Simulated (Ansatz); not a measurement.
**Si: ideal shear of a crystal plane**

Theory: DFT LDA, scalar-relativistic, plane waves, PAW in Ansatz. Cutoff 420 eV, Γ-centred 26×26×6 k-points, Gaussian smearing of 0.15 eV. No spin polarisation. Energies are free energies at this smearing, counted from the undisturbed cell; pressure is positive in compression.

Reference structure (relaxed at this level; this form isn't the usual structure):

```yaml
crystal:
  lattice:
    - [-2.60849, 0.00000, 0.00000]
    - [-1.30425, -2.25902, 0.00000]
    - [0.00000, 0.00000, 9.88304]
  atoms:
    - { symbol: Si, position: [0.00000, 0.00000, 0.87500] }
    - { symbol: Si, position: [0.00000, 0.00000, 0.12500] }
    - { symbol: Si, position: [0.00000, 0.00000, 0.37500] }
    - { symbol: Si, position: [0.00000, 0.00000, 0.62500] }
```

The cut lies on the cell's a–b face, a (0 0 1) plane (indices in the standard cell, whose axes needn't be the Cartesian ones shown) of area 5.89 Å², between layers 2.47 Å apart. Vector c is tilted by f times 1·a + 1·b (length 4.518 Å) with the atoms' Cartesian places fixed: one unrelaxed fault a cell. The traction is dγ/du, the slope of γ against the slip u in Å. Some rows repeat others by symmetry and weren't run.

```
     f  γ (mJ/m²) traction (GPa)
0.0000          0             0.0
0.0833        132             6.8
0.1667        477            10.5
0.2500        821             6.5
0.3333        938             0.0
0.4167        888            -1.8
0.5000        845            -0.1
0.5833        888             1.8
0.6667        938             0.0
0.7500        821            -6.5
0.8333        477           -10.5
0.9167        132            -6.8
```

Q: Read off the first barrier and the stress needed to climb it, and compare with Frenkel's sinusoid.

A: The first sampled maximum lies at f = 0.333, a slip of 1.51 Å, with γ ≈ 938 mJ/m², which stands in for the unstable fault energy γ_us, and the steepest sampled slope before it is 10.5 GPa. A sinusoid γ = γ_us sin²(πu/λ) with its maximum there has λ = 3.01 Å and a largest slope πγ_us/λ = 9.8 GPa (1 mJ/m² per Å = 0.01 GPa). The stand-in is too high: a rotation axis of order three or more passes through this point, so the curvature is the same in every direction of the plane and the point is a peak of the γ-surface, which slip goes round.

Q: Is there a metastable fault on this line?

A: The samples dip to a local minimum of 845 mJ/m² at f = 0.500. It lies off the rotation axes, between two maxima that lie on them, so it is most likely the pass between two peaks of the γ-surface: a saddle for slip across the line, a better estimate of γ_us, and no metastable fault.

The cut is rigid; relaxing the faces lowers these energies and usually the stresses.

In a metal these slopes depend on the k mesh and the smearing.

Cost: 7 runs of about 6.6 core-minutes in all, on Intel Xeon Platinum 8259CL (Skylake/Cascade Lake) (shared hosts).